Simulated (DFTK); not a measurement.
# KBr in DFTK: convergence with k mesh

The system is KBr.

```
Br K
1.0
     0.00000    3.30000    3.30000
     3.30000    0.00000    3.30000
     3.30000    3.30000    0.00000
Br K
1 1
Direct
  0.50000 0.50000 0.50000
  0.00000 0.00000 0.00000
```

* Program: DFTK 0.8.2
* Task: convergence study
* Functional: PBEsol
* Potentials or basis: dojo.nc.sr.pbesol.v0_4_1.standard.upf (PBEsol)
* Cutoff: 1007 eV
* k mesh: 1 × 1 × 1
* Occupations: gaussian, width 0.1 eV
* Spin: collinear spin, ferromagnetic start
* Starting moments: [0.5, 0.0] μB

These are the settings of the first run; the series varies k mesh, with any setting tied to it.

Hardware: 1 thread of Intel(R) Xeon(R) Platinum 8488C (Sapphire Rapids), with other jobs on the host.

Problem. The values tried are 1 × 1 × 1, 2 × 2 × 2, 3 × 3 × 3, 4 × 4 × 4, 5 × 5 × 5, 6 × 6 × 6, 8 × 8 × 8, 9 × 9 × 9, loosest first. From which on does the energy stay within 1 meV/atom of the tightest run that finished?

Solution. From 4 × 4 × 4 on.

| k mesh | energy less the tightest run, at zero smearing (meV/atom) | pressure (GPa) | gap on the mesh (eV) | SCF cycles |
| --- | --- | --- | --- | --- |
| 1 × 1 × 1 | 1624.36 | 12.29 | 3.682 | 10 |
| 2 × 2 × 2 | 55.55 | 0.23 | 4.250 | 9 |
| 3 × 3 × 3 | 3.00 | -0.30 | 4.279 | 9 |
| 4 × 4 × 4 | 0.25 | -0.34 | 4.282 | 9 |
| 5 × 5 × 5 | 0.02 | -0.34 | 4.282 | 9 |
| 6 × 6 × 6 | 0.00 | -0.34 | 4.282 | 9 |
| 8 × 8 × 8 | 0.00 | -0.34 | 4.282 | 8 |
| 9 × 9 × 9 | 0.00 | -0.34 | 4.282 | 8 |

Against the tightest run, the pressure stays within 0.1 GPa from 3 × 3 × 3 on; the gap on the mesh stays within 0.01 eV from 3 × 3 × 3 on. Meshes of other sizes hit other points, so gaps and Fermi surfaces needn't settle smoothly. The tightest run that finished is the yardstick and may itself not be fully converged.

Caveat, for the tightest run too: an odd mesh through Γ misses points on the zone boundary, where band edges often lie.
